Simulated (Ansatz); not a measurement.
**One input, then a changed one: Fe (sc type)**

First run: DFT, PBE, all-electron LAPW, scalar-relativistic (Ansatz 0.2.0).

Command: `ansatz run input.yaml --threads 1 --pin off --max-ram 3072MiB --backend cpu --events-out ev --progress --plain --runs-dir out` It took 32 s on 1 thread of Arm Neoverse V2, on a shared host, peak memory 0.49 GiB.

```yaml
crystal:
  lattice:
    - [2.2712054172, 0.0, 0.0]
    - [0.0, 2.2712054172, 0.0]
    - [0.0, 0.0, 2.2712054172]
  atoms:
    - { symbol: Fe, position: [0.0, 0.0, 0.0], spin: 2.5 }
magnetization:
  spin_polarized: true
kpoints:
  mp_grid: { grid: [18, 18, 18] }
scf:
  occupations: { method: fermi_dirac, width: 0.1 }
hamiltonian:
  xc: pbe
  pseudopotentials: { kind: all_electron, lapw: { basis_error: 0.001 } }
output:
  forces: true
  stress: true
  eigenvalues: true
  populations: true
```

The cell comes from a relaxation on PAW files under the same functional, begun from a prototype that needn't be the stable phase.

This run: volume at 0.88 of the series' base cell.

It converges in 8 SCF iterations at a pressure of 21.2 GPa, cell moment 2.12 μB.

A second run of a changed input logged this at its end:

```
Error: invalid value for `kpoints.mp_grid.kspacing`: mutually exclusive with `grid` — set one or the other
```

Q: What was wrong with the input?

A: The fault: a k mesh that is ill-formed (a zero count, or a grid and a spacing together), by this change (others could give a like log):
```diff
 kpoints:
-  mp_grid: { grid: [18, 18, 18] }
+  mp_grid: { grid: [18, 18, 18], kspacing: 0.3 }
 scf:
   occupations: { method: fermi_dirac, width: 0.1 }
+  max_iter: 100
 hamiltonian:
```
